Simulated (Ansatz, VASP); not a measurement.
One calculation of BeS, two programs

POSCAR

```
BeS
1.0
    0.0000000000      2.3172971951      2.3172971951
    2.3172971951      0.0000000000      2.3172971951
    2.3172971951      2.3172971951      0.0000000000
Be S
1 1
Direct
    0.0000000000      0.0000000000      0.0000000000
    0.5000000000      0.5000000000      0.5000000000
```

INCAR.step1

```
PREC     = Accurate       # precision mode
ENCUT    = 520            # plane-wave cutoff, eV
ISMEAR   = 0              # smearing method
SIGMA    = 0.01           # smearing width, eV
LREAL    = False          # projectors in reciprocal space
LASPH    = True           # aspherical terms in the spheres
NELM     = 100            # most SCF steps
NBANDS   = 11             # bands
GGA      = PE             # functional
ALGO     = Normal         # electronic algorithm
EDIFF    = 1E-4           # SCF threshold, eV
LWAVE    = True           # write WAVECAR
LCHARG   = False          # write CHGCAR
```

The input INCAR.step2:

```
PREC     = Accurate       # precision mode
ENCUT    = 520            # plane-wave cutoff, eV
EDIFF    = 1E-6           # SCF threshold, eV
ISMEAR   = 0              # smearing method
SIGMA    = 0.01           # smearing width, eV
LREAL    = False          # projectors in reciprocal space
LASPH    = True           # aspherical terms in the spheres
NELM     = 100            # most SCF steps
ALGO     = Normal         # electronic algorithm
ISIF     = 2              # what is computed and relaxed
LWAVE    = False          # write WAVECAR
LCHARG   = False          # write CHGCAR
METAGGA  = R2SCAN         # meta-GGA
LMIXTAU  = True         
NBANDS   = 11             # bands
ISTART   = 1
```

File KPOINTS:

```
Automatic mesh
0
Gamma
  5 5 5
```

Input for Ansatz:

```yaml
crystal:
  lattice:
    - [0.0, 2.3172971951, 2.3172971951]
    - [2.3172971951, 0.0, 2.3172971951]
    - [2.3172971951, 2.3172971951, 0.0]
  atoms:
    - { symbol: Be, position: [0.0, 0.0, 0.0] }
    - { symbol: S, position: [0.5, 0.5, 0.5] }
kpoints:
  mp_grid: { grid: [5, 5, 5] }
hamiltonian:
  xc: r2scan
scf:
  occupations: { method: fixed }
  n_extra_bands: 4
output:
  forces: true
  stress: true
  eigenvalues: true
```

Alike in both runs: task single point; functional r2SCAN; k mesh 5 × 5 × 5; no spin polarisation.

|  | VASP | Ansatz |
| --- | --- | --- |
| version | VASP 6.6.1 | Ansatz 0.2.0 |
| potentials or method | VASP PAW PBE potentials, release 64 (Be, S) | plane waves |
| plane-wave cutoff (eV) | 520 | 500 |
| occupations | gaussian, width 0.01 eV | fixed |
| valence electrons in the cell | 8 | 8 |

Ansatz gave:

- gap on the k mesh at the Fermi level (eV): 1.84
- pressure (GPa): 0.5

Q: Estimate VASP's values.

A: gap on the k mesh at the Fermi level (eV): 1.84; pressure (GPa): 0.4.

Caveats: the k mesh is coarse (spacing up to 0.47 Å⁻¹), so the values aren't converged; the PAW data sets were made with another functional, which shifts forces and pressure a little (VASP); an odd mesh through Γ misses points on the zone boundary, where band edges often lie. r2SCAN opens gaps a little over a GGA but as a rule still falls short of measured ones.
